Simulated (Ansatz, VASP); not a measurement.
V in VASP and in Ansatz

```
V
1.0
     2.63182    0.00000    0.00000
    -1.31591    2.27922    0.00000
     0.00000    0.00000    4.70481
V
2
Direct
  0.33333 0.66667 0.25000
  0.66667 0.33333 0.75000
```

Alike in both runs: functional revPBE; k mesh 13 × 13 × 7; occupations fermi-dirac, width 0.1 eV; no spin polarisation.

Ansatz relaxed the structure, and its values are those at the end. VASP's run is a single point on that final structure, the one shown.

|  | VASP | Ansatz |
| --- | --- | --- |
| version | VASP 6.6.1 | Ansatz 0.2.0 |
| potentials or method | VASP PAW PBE potentials, release 64 (V_sv) | plane waves (420 eV) with PAW, scalar-relativistic |
| plane-wave cutoff (eV) | 520 | 420 |
| valence electrons in the cell | 26 | 26 |

```tsv
	VASP	Ansatz	Ansatz less VASP
pressure (GPa)	0.2	0.0	-0.24
```

The functional is the same, so the differences come from potentials, cutoffs and numerics.

Caveats: the PAW data sets were made with another functional, which shifts forces and pressure a little (VASP).
